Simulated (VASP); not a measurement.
Set up this calculation in VASP 6.6.1, as the native input.

```
Task                   : relaxation of cell and atoms
Functional             : PBEsol
Potentials or basis    : VASP PAW PBE potentials, release 64 (Sn_d, S)
Cutoff                 : 600 eV
k mesh                 : 4 × 8 × 6
Occupations            : gaussian, width 0.03 eV
Spin                   : no spin polarisation
Further INCAR settings : ALGO = Normal; EDIFF = 1e-06; IBRION = 2; EDIFFG = -0.01; NSW = 90; ISIF = 3
```

The structure of SnS lies in POSCAR:

```
SnS
1.0
   11.2000000000      0.0000000000      0.0000000000
    0.0000000000      3.9870000000      0.0000000000
    0.0000000000      0.0000000000      4.3340000000
Sn S
4 4
Direct
    0.1194000000      0.2500000000      0.1198000000
    0.3806000000      0.7500000000      0.6198000000
    0.6194000000      0.2500000000      0.3802000000
    0.8806000000      0.7500000000      0.8802000000
    0.8508000000      0.2500000000      0.4793000000
    0.6492000000      0.7500000000      0.9793000000
    0.3508000000      0.2500000000      0.0207000000
    0.1492000000      0.7500000000      0.5207000000
```

The input as run:

INCAR

```
SYSTEM = SnS
PREC = Accurate ; ENCUT = 600
EDIFF = 1E-6 ; ISMEAR = 0
SIGMA = 0.03 ; LREAL = .False.
LASPH = .True. ; NELM = 80
ALGO = Normal ; ISIF = 3
LWAVE = .False. ; LCHARG = .False.
GGA = PS ; IBRION = 2
NSW = 90 ; EDIFFG = -0.01
KPAR = 4
```

KPOINTS

```
regular mesh
0
Gamma
  4 8 6
  0 0 0
```

Potentials or basis: VASP PAW PBE potentials, release 64 (Sn_d, S).

The run is started by

```sh
$ cat potpaw_PBE.64/Sn_d/POTCAR potpaw_PBE.64/S/POTCAR > POTCAR
$ mpirun -np 4 vasp_std > vasp.out
```

Results of the run:

| Item | Value |
| --- | --- |
| Relaxed volume | 23.42 Å³/atom |
| Relaxed cell | a = 11.083 Å, b = 3.984 Å, c = 4.242 Å, α = 90.00°, β = 90.00°, γ = 90.00° |
| Space group after relaxing (to 0.05 Å) | Pnma (No. 62) |
| Energy gained by relaxing | 3.3 meV/atom |
| Ionic steps | 17 |
| Pressure after relaxing | 0.0 GPa |
| Largest force after relaxing | 0.009 eV/Å |
| Band gap on the k mesh | 0.77 eV, indirect (least direct gap 1.08 eV) |

Caveat: the PAW data sets were made with another functional, which shifts forces and pressure a little; spin-orbit coupling is left out, which moves the levels of the heavy elements.

It took 16 min on 4 MPI ranks on Intel(R) Xeon(R) Platinum 8488C (Sapphire Rapids) (shared host), peak memory 0.67 GiB a rank.
